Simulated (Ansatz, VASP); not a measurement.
Two plane-wave programs on Na

```xyz
4
Lattice="3.7554 0.0000 0.0000 -1.8777 3.2523 0.0000 0.0000 0.0000 12.1280" Properties=species:S:1:pos:R:3 pbc="T T T"
Na    0.0000    0.0000    0.0000
Na    0.0000    0.0000    6.0640
Na    0.0000    2.1682    3.0320
Na    1.8777    1.0841    9.0960
```

Alike in both runs: functional PBE; k mesh 12 × 12 × 4; occupations gaussian, width 0.1 eV; no spin polarisation.

Ansatz relaxed the structure, and its values are those at the end. VASP's run is a single point on that final structure, the one shown.

```csv
,VASP,Ansatz
version,VASP 6.6.1,Ansatz 0.2.0
potentials or method,"VASP PAW PBE potentials, release 64 (Na_pv)","scalar-relativistic, plane waves, PAW"
plane-wave cutoff (eV),520,420
valence electrons in the cell,28,36
```

```tsv
	VASP	Ansatz	Ansatz less VASP
gap on the k mesh at the Fermi level (eV)	none	none	-
pressure (GPa)	0.0	0.0	+0.03
```

A gap of «none» marks a metal or a gap that the smearing closes. The two sets of potentials don't hold the same shells in valence.
